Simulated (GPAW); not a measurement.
Runs of GPAW 26.7.0 on TiO2. The structure is trigonal, space group R-3m (No. 166). The conventional cell has a = 2.995 Å, b = 2.995 Å, c = 20.945 Å, α = 90.00°, β = 90.00°, γ = 120.00°. Around Ti (site symmetry -3m) lie 6 O at 1.98 Å. Around O (site symmetry 3m) lie 3 Ti at 1.98 Å. Measurements of this composition are mostly on another form, of space group No. 141.

| task | level | potentials or basis | k mesh | cutoff (eV) | smearing | maxiter | band path | band points | convergence | mesh quality | gap on the mesh (eV) | pressure (GPa) | largest force (eV/Å) |
| --- | --- | --- | --- | --- | --- | --- | --- | --- | --- | --- | --- | --- | --- |
| electron localisation function | LDA | PAW data sets generated in the run's folder for this functional, pw | 5 × 5 × 5 | 680 | fermi-dirac 0.01 eV | 150 | - | - | - | coarse | 2.71 | -8.0 | (b) |
| band structure | PBEsol | PAW data sets generated in the run's folder for this functional, pw | 7 × 7 × 7 | 800 | fermi-dirac 0.05 eV | 150 | GLB1,BZGX,QFP1Z,LP | 80 | - | not flagged | (a) | -3.6 | 0.33 |
| single point | LDA | the program's PAW data sets (release 1.2.1) made for this functional, pw | 8 × 8 × 8 | 600 | fermi-dirac 0.05 eV | 120 | - | - | default | not flagged | (c) | -10.6 | 0.74 |
| band structure | LDA | the program's PAW data sets (release 1.2.1) made for this functional, pw | 7 × 7 × 7 | 800 | fermi-dirac 0.05 eV | 150 | GLB1,BZGX,QFP1Z,LP | 80 | - | not flagged | 2.62 | -7.0 | 0.74 |

Alike in all rows: no spin polarisation; cell as given.

Fill in the values left out.

(a) 2.66; (b) 0.75; (c) 2.64.

Caveats: some runs use coarse meshes; the cutoff is short for stress and forces, so pressures can be off by a GPa or more (some runs); an odd mesh through Γ misses points on the zone boundary, where band edges often lie (some runs).

Not every run made on this cell is shown here.
